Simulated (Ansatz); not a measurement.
# FeO under changes of volume

One of the cells (10.774 Å³/atom); the others are scaled copies at fixed shape and fractional positions:

```
Fe O
1.0
     2.68236   -1.52443    0.00000
     2.68236    1.52443    0.00000
    -0.23431    0.00000    5.26945
Fe O
2 2
Direct
  0.00000 0.00000 0.50000
  0.00000 0.00000 0.00000
  0.33547 0.33547 0.74430
  0.66453 0.66453 0.25570
```

The cell comes from a database or a generator and needn't be the stable form of this composition.

```yaml
Program: Ansatz 0.2.0
Functional: PBEsol
Potentials_or_basis: all-electron LAPW, scalar-relativistic
Cutoff: 345 eV (chosen from the basis error)
Basis_error_allowed: 0.001 eV/atom
k_mesh: 10 × 10 × 5
Occupations: fermi-dirac, width 0.05 eV
Spin: collinear spin, ferromagnetic start
Starting_moments: "[3.0, 3.0, 0.0, 0.0] μB"
```

| volume (Å³/atom) | energy over the lowest point (meV/atom) | pressure (GPa) | moment (μB per cell) | largest force (eV/Å) |
| --- | --- | --- | --- | --- |
| 10.127 | 0.00 | -13.4 | 0.05 | 0.230 |
| 10.343 | 20.00 | -16.1 | 0.05 | 0.214 |
| 10.558 | ? | ? | ? | ? |
| 10.774 | 70.15 | -20.8 | 0.06 | 0.183 |
| 10.989 | 99.50 | -22.7 | 0.06 | 0.170 |
| 11.205 | 127.49 | -21.6 | 8.00 | 0.144 |
| 11.420 | 157.93 | -23.4 | 8.01 | 0.133 |

Q: What does the run at 10.558 Å³/atom give?

A: Energy over the lowest point 43.52 meV/atom; pressure -18.6 GPa; moment 0.05 μB per cell; largest force 0.198 eV/Å.

Worked out: A Birch-Murnaghan fit of order 3 (a polynomial in V^(-2/3)) to the other rows has no minimum within the range. It gives 43.81 meV/atom at 10.558 Å³/atom, against the run's 43.52, and -dE/dV = -18.9 GPa, against -18.6. The moment follows no smooth curve through the other rows.

Energies are extrapolated to zero smearing.

Caveats: the starting moments weren't kept (some runs); only a ferromagnetic start was run, and an antiferromagnetic order may lie lower in energy (some runs).
